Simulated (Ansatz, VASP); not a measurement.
## Two plane-wave programs on InP

```
CELL_PARAMETERS angstrom
0.00000 2.81765 2.81765
2.81765 0.00000 2.81765
2.81765 2.81765 0.00000
ATOMIC_POSITIONS crystal
In 0.00000 0.00000 0.00000
P 0.75000 0.75000 0.75000
```

Alike in both runs: functional LDA; k mesh 10 × 10 × 10; no spin polarisation.

Ansatz relaxed the structure, and its values are those at the end. VASP's run is a single point on that final structure, the one shown.

|  | VASP | Ansatz |
| --- | --- | --- |
| version | VASP 6.6.1 | Ansatz 0.2.0 |
| potentials or method | VASP PAW LDA potentials, release 64 (In_d, P) | scalar-relativistic, plane waves, PAW |
| plane-wave cutoff (eV) | 520 | 420 |
| occupations | gaussian, width 0.01 eV | fixed |
| valence electrons in the cell | 18 | 18 |

|  | VASP | Ansatz | Ansatz less VASP |
| --- | --- | --- | --- |
| gap on the k mesh at the Fermi level (eV) | 1.14 | 1.11 | -0.028 |
| least direct gap on the mesh (eV) | 1.14 | 1.11 | -0.028 |
| pressure (GPa) | 9.0 | 9.0 | -0.02 |

Caveats: spin-orbit coupling is left out, which moves the levels of the heavy elements. A k mesh can miss the band edges. Expect the measured gap to be larger: semilocal functionals such as LDA lack the derivative discontinuity.
